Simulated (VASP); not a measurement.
# Li (R-3m) in VASP: settings compared, part 2 of 2

VASP 6.6.1. The steps go on from the part before.

## 3. Single point, PBE

This run uses another cell than the first one: it holds 3 atoms, not 9.

The input, INCAR:

```
SYSTEM = Li
  ALGO = Normal
  EDIFF = 1E-6
  ENCUT = 520
  GGA = PE
  ISIF = 2
  ISMEAR = 0
  LASPH = .TRUE.
  LCHARG = .TRUE.
  LELF = .TRUE.
  LREAL = .FALSE.
  LVHAR = .TRUE.
  LWAVE = .FALSE.
  NBANDS = 12
  NELM = 80
  PREC = Accurate
  SIGMA = 0.02
```

The input, KPOINTS:

```
k-points
0
G
  10 10 10
  0 0 0
```

The input, POSCAR:

```
Li
1.0
    1.5505000000      0.8951815924      7.5883000000
   -1.5505000000      0.8951815924      7.5883000000
    0.0000000000     -1.7903631848      7.5883000000
Li
3
Direct
    0.7780000000      0.7780000000      0.7780000000
    0.2220000000      0.2220000000      0.2220000000
    0.0000000000      0.0000000000      0.0000000000
```

Potentials or basis: VASP PAW PBE potentials, release 64 (Li_sv).

The run is started by

```console
> cat potpaw_PBE.64/Li_sv/POTCAR > POTCAR
> mpirun -np 1 vasp_std > vasp.out
```

Run time: 3.7 min. Hardware: 1 thread of AMD EPYC 9R45 (Zen 5), shared host; peak memory 0.43 GiB.

The run converged. Its results:

| Item | Value |
| --- | --- |
| Free energy | -5.7157 eV |
| Largest force | 0.008 eV/Å |
| Band gap on the k mesh | none (metal or under the smearing width) |

Forces on the atoms (eV/Å):
```
Li   0.000  0.000 -0.008
Li   0.000  0.000  0.008
Li   0.000  0.000  0.000
```

Levels at points of the mesh, in eV from the Fermi level:
| k point | band 2 | band 3 | band 4 | band 5 | band 6 | band 7 | band 8 | band 9 |
| --- | --- | --- | --- | --- | --- | --- | --- | --- |
| (0.00, 0.00, 0.00) | -46.55 | -46.54 | -3.47 | -1.54 | -1.54 | 5.56 | 5.59 | 12.50 |
| (0.50, 0.00, 0.00) | -46.54 | -46.53 | -0.02 | 0.84 | 1.06 | 3.65 | 3.78 | 4.40 |
| (0.50, 0.50, 0.00) | -46.54 | -46.53 | 0.27 | 0.36 | 1.17 | 3.14 | 4.35 | 5.42 |
| (0.50, 0.50, 0.50) | -46.55 | -46.54 | -2.98 | -2.98 | 0.04 | 2.84 | 10.27 | 10.32 |

Caveat: the cutoff is under 1.25 times the usual one of these potentials, so pressure, stress and relaxed cells hold a basis-set (Pulay) error.

## 4. Single point, PBE

The input, run.py:

```python
from ase.calculators.vasp import Vasp
from ase.dft.bandgap import bandgap
from ase.spacegroup import crystal

atoms = crystal(
    ['Li', 'Li'],
    basis=[[0.0, 0.0, 0.778], [0.0, 0.0, 0.0]],
    spacegroup=166,
    setting=1,
    cellpar=[3.101, 3.101, 22.7649, 90.0, 90.0, 120.0],
    primitive_cell=True,
)
calc = Vasp(
    directory='calc',
    xc='pbe',
    pp='PBE',
    setups='recommended',
    prec='Accurate',
    encut=520,
    ediff=1e-07,
    ismear=0,
    sigma=0.02,
    lreal=False,
    lasph=True,
    nelm=100,
    algo='Fast',
    isif=2,
    lwave=False,
    lcharg=False,
    kpts=[10, 10, 10],
    gamma=True,
    nbands=12,
)
atoms.calc = calc

print('energy (eV):', atoms.get_potential_energy())
print('free energy (eV):', atoms.get_potential_energy(force_consistent=True))
print('forces (eV/A):')
print(atoms.get_forces())
print('stress (eV/A^3, Voigt):', atoms.get_stress())
print('Fermi level (eV):', calc.get_fermi_level())
gap, top, bottom = bandgap(calc)
print('band gap (eV):', gap, 'from (spin, k, band)', top, 'to', bottom)
```

The run is started by

```console
> python run.py
```

It took 6.1 min on 1 thread of AMD EPYC 9R45 (Zen 5), shared host; peak memory 0.42 GiB.

Results (log left out):

* Free energy: -5.7157 eV
* Largest force: 0.008 eV/Å
* Band gap on the k mesh: none (metal or under the smearing width)

Forces in eV/Å, atoms in the order of the input:
```
Li   0.000  0.000 -0.008
Li   0.000  0.000  0.008
Li   0.000  0.000  0.000
```

Levels at points of the mesh, in eV from the Fermi level:
| k point | band 1 | band 2 | band 3 | band 4 | band 5 | band 6 | band 7 | band 8 | band 9 | band 10 |
| --- | --- | --- | --- | --- | --- | --- | --- | --- | --- | --- |
| (0.00, 0.00, 0.00) | -46.56 | -46.55 | -46.54 | -3.47 | -1.54 | -1.54 | 5.56 | 5.59 | 12.50 | 12.50 |
| (0.50, 0.00, 0.00) | -46.55 | -46.54 | -46.53 | -0.02 | 0.84 | 1.06 | 3.65 | 3.78 | 4.40 | 8.26 |
| (0.50, 0.50, 0.00) | -46.55 | -46.54 | -46.53 | 0.27 | 0.36 | 1.17 | 3.14 | 4.35 | 5.42 | 6.63 |
| (0.50, 0.50, 0.50) | -46.56 | -46.55 | -46.54 | -2.98 | -2.98 | 0.04 | 2.84 | 10.27 | 10.32 | 12.19 |

Caveat: the cutoff is under 1.25 times the usual one of these potentials, so pressure, stress and relaxed cells hold a basis-set (Pulay) error.

## 5. Single point, RPBE

This run uses another cell than the first one: it holds 3 atoms, not 9.

The input, INCAR:

```
SYSTEM = Li
  PREC = Accurate
  ENCUT = 500
  EDIFF = 1E-6
  ISMEAR = 0
  SIGMA = 0.05
  LREAL = .False.
  LASPH = .True.
  NELM = 100
  ALGO = Normal
  ISIF = 2
  LWAVE = .False.
  LCHARG = .False.
  GGA = RP
  NBANDS = 8
```

The input, KPOINTS:

```
regular mesh
0
Gamma
  10 10 10
  0 0 0
```

The input, POSCAR:

```
Li
1.0
    1.5505000000      0.8951815924      7.5883000000
   -1.5505000000      0.8951815924      7.5883000000
    0.0000000000     -1.7903631848      7.5883000000
Li
3
Cartesian
    0.0000000000      0.0000000000     17.7110922000
    0.0000000000      0.0000000000      5.0538078000
    0.0000000000      0.0000000000      0.0000000000
```

Potentials or basis: VASP PAW PBE potentials, release 64 (Li).

The run is started by

```console
> cat potpaw_PBE.64/Li/POTCAR > POTCAR
> mpirun -np 1 vasp_std > vasp.out
```

Wall time 2.6 min (1 thread of AMD EPYC 9R45 (Zen 5), shared host); peak memory 0.4 GiB.

Results (log left out):

* Free energy: -5.4076 eV
* Pressure: 0.0 GPa
* Largest force: 0.009 eV/Å
* Band gap on the k mesh: none (metal or under the smearing width)

Forces on the atoms (eV/Å):
```
Li   0.000  0.000 -0.009
Li   0.000  0.000  0.009
Li   0.000  0.000  0.000
```

Stress tensor (GPa, compression positive):
```
 0.18  0.00  0.00
 0.00  0.18  0.00
 0.00  0.00 -0.24
```

Levels at points of the mesh, in eV from the Fermi level:
| k point | band 1 | band 2 | band 3 | band 4 | band 5 |
| --- | --- | --- | --- | --- | --- |
| (0.00, 0.00, 0.00) | -3.50 | -1.55 | -1.55 | 5.57 | 5.60 |
| (0.50, 0.00, 0.00) | -0.01 | 0.85 | 1.09 | 3.64 | 3.79 |
| (0.50, 0.50, 0.00) | 0.28 | 0.38 | 1.18 | 3.13 | 4.37 |
| (0.50, 0.50, 0.50) | -3.01 | -3.01 | 0.06 | 2.83 | 10.33 |

Caveat: the PAW data sets were made with another functional, which shifts forces and pressure a little.

## 6. The reference run

An earlier run on the cell as given: functional PBE; potentials or basis VASP PAW PBE potentials, release 64 (Li_sv); cutoff 520 eV; k mesh 10 × 10 × 10; occupations fermi-dirac, width 0.05 eV; no spin polarisation.

* Largest force: 0.009 eV/Å
* Band gap on the k mesh: none (metal or under the smearing width)

## 7. The runs side by side

| task | level | potentials or basis | spin | cell | k mesh | cutoff (eV) | smearing | gap on the mesh (eV) | pressure (GPa) | largest force (eV/Å) |
| --- | --- | --- | --- | --- | --- | --- | --- | --- | --- | --- |
| relaxation of cell and atoms | r2SCAN | VASP PAW PBE potentials, release 64 (Li) | collinear, ferromagnetic start | relaxed | 10 × 10 × 2 | 580 | fermi-dirac 0.05 eV | none | 0.0 | 0.01 |
| single point | PBE | VASP PAW PBE potentials, release 64 (Li_sv) | off | as given | 10 × 10 × 10 | 520 | gaussian 0.02 eV | none | - | 0.01 |
| single point | RPBE | VASP PAW PBE potentials, release 64 (Li) | off | as given | 10 × 10 × 10 | 500 | gaussian 0.05 eV | none | 0.0 | 0.01 |
| single point | PBE | VASP PAW PBE potentials, release 64 (Li_sv) | off | as given | 10 × 10 × 10 | 520 | fermi-dirac 0.05 eV | none | - | 0.01 |

Caveats: the PAW data sets were made with another functional, which shifts forces and pressure a little (some runs); the cutoff is under 1.25 times the usual one of these potentials, so pressure, stress and relaxed cells hold a basis-set (Pulay) error (some runs); the relaxation stopped at its first step, so nothing moved (some runs).

Total energies depend on the potentials used, so only differences within one code and one set of settings carry meaning.
